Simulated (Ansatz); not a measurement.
Input and command of a plane-wave DFT calculation in Ansatz:

```yaml
crystal:
  lattice:
    - [0.0, 2.23922, 2.174]
    - [2.174, 0.0, 2.174]
    - [2.174, 2.23922, 0.0]
  atoms:
    - { symbol: Si, position: [0.0, 0.0, 0.0] }
    - { symbol: C, position: [0.75, 0.75, 0.75] }
basis:
  ecutwfc: 420
kpoints:
  mp_grid: { grid: [12, 12, 12] }
hamiltonian:
  xc: pbe
scf:
  occupations: { method: gaussian, width: 0.05 }
output:
  forces: true
  stress: true
  eigenvalues: true
```

```bash
ansatz run input.yaml --threads 1 --pin off --max-ram 2560MiB --backend cpu --events-out ev --progress --plain --runs-dir out
```

Processor: Arm Neoverse V1, 1 thread, on a host shared with other jobs.

Problem. Estimate time, memory and problem size.

Solution. About 3.6 s on 1 thread of Arm Neoverse V1 (shared host), peak memory 0.31 GiB. It solves 8 bands at 163 k points (the mesh reduced by symmetry) with about 411 plane waves, in 6 SCF iterations.
